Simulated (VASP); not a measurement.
The system is Ir.

```
Ir
1.0
     3.70456    0.00000    0.00000
     0.00000    3.70456    0.00000
     0.00000    0.00000    3.70456
Ir
3
Direct
  0.00000 0.50000 0.50000
  0.50000 0.00000 0.50000
  0.50000 0.50000 0.00000
```

The cell was built by a generator and needn't be a form met in nature.

The cell isn't the ideal one: random cell with space group Pm-3m (No. 221).

```yaml
Program: VASP 6.6.1
Task: relaxation of cell and atoms
Functional: PBE
Potentials_or_basis: VASP PAW PBE potentials, release 64 (Ir)
Cutoff: 600 eV
k_mesh: 6 × 6 × 6
Occupations: gaussian, width 0.1 eV
Spin: no spin polarisation
```

At the start: pressure 6.7 GPa; volume 16.95 Å³/atom.

Q: Where does the relaxation end?

A: Over 3 steps the energy falls by 8.5 meV/atom and the volume is 17.38 Å³/atom (+2.6 %); space group Pm-3m (No. 221, to 0.05 Å).

The path:
| step | energy change (eV) | largest force (eV/Å) | pressure (GPa) | volume (Å³) |
| --- | --- | --- | --- | --- |
| 1 | 0.0000 | 0.0000 | 6.66 | 50.84 |
| 2 | 0.1940 | 0.0000 | -15.85 | 56.21 |
| 3 | -0.0256 | 0.0000 | -0.18 | 52.14 |

Final structure:
```xyz
3
Lattice="3.7360 0.0000 0.0000 0.0000 3.7360 0.0000 0.0000 0.0000 3.7360" Properties=species:S:1:pos:R:3 pbc="T T T"
Ir    0.0000    1.8680    1.8680
Ir    1.8680    0.0000    1.8680
Ir    1.8680    1.8680    0.0000
```
